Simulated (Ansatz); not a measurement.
Fe under changes of volume

One of the cells (12.019 Å³/atom); the others are scaled copies at fixed shape and fractional positions:

```xyz
1
Lattice="-1.4430 1.4430 1.4430 1.4430 -1.4430 1.4430 1.4430 1.4430 -1.4430" Properties=species:S:1:pos:R:3 pbc="T T T"
Fe    0.0000    0.0000    0.0000
```

| Item | Value |
| --- | --- |
| Program | Ansatz 0.2.0 |
| Functional | PBEsol |
| Potentials or basis | Ansatz PAW |
| Cutoff | 420 eV (not typed: the program's choice for these potentials) |
| k mesh | 13 × 13 × 13 |
| Occupations | fermi-dirac, width 0.05 eV |
| Spin | collinear spin, ferromagnetic start |
| Starting moments | [3.0] μB |

| volume (Å³/atom) | energy over the lowest point (meV/atom) | pressure (GPa) | moment (μB per cell) |
| --- | --- | --- | --- |
| 11.298 | 0.00 | -9.3 | 2.12 |
| 11.538 | 16.88 | -12.9 | 2.16 |
| 11.778 | 38.81 | -15.8 | 2.20 |
| 12.019 | 64.36 | -17.9 | 2.26 |
| 12.259 | ? | ? | ? |
| 12.499 | 123.35 | -20.9 | 2.40 |
| 12.740 | 155.08 | -21.2 | 2.50 |

Question: What does the run at 12.259 Å³/atom give?

Answer: Energy over the lowest point 92.58 meV/atom; pressure -19.6 GPa; moment 2.33 μB per cell.

Worked out: A Birch-Murnaghan fit of order 3 (a polynomial in V^(-2/3)) to the other rows has no minimum within the range. It gives 92.89 meV/atom at 12.259 Å³/atom, against the run's 92.58, and -dE/dV = -19.7 GPa, against -19.6. A parabola through the other rows of the moment, of slope 0.307 μB per Å³/atom there, gives 2.33 μB, against the run's 2.33.

Energies are extrapolated to zero smearing.

Caveats: the PAW data sets come from PBE, with cores solved anew for the run's functional, which leaves a small shift of forces and pressure.
